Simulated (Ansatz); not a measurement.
## Pb in Ansatz: the effect of functional

Pb:

```
Pb
1.0
     3.03861   -1.75032    0.00000
     3.03861    1.75032    0.00000
    -2.11546    0.00000    6.09522
Pb
2
Direct
  0.90851 0.90851 0.72629
  0.09149 0.09149 0.27371
```

This isn't the form of Pb at room conditions, which is fcc.

Alike in all runs:

* Program: Ansatz 0.2.0
* Task: band structure
* Potentials or basis: Ansatz PAW
* k mesh: 5 × 5 × 3
* Occupations: fermi-dirac, width 0.05 eV
* Spin: no spin polarisation

Question: One run gave: pressure -2.8 GPa; largest force 0.10 eV/Å. Which functional did it use?
A. r2SCAN
B. LDA
C. PBEsol

Answer: B.

```tsv
functional	cutoff	pressure (GPa)	largest force (eV/Å)
LDA	420 eV	-2.8	0.10
PBEsol	420 eV	-1.4	0.07
r2SCAN	500 eV	0.0	0.07
```

Caveats: all runs use coarse meshes; the PAW data sets come from PBE, with cores solved anew for the run's functional, which leaves a small shift of forces and pressure.

Not every run made on this cell is shown here.
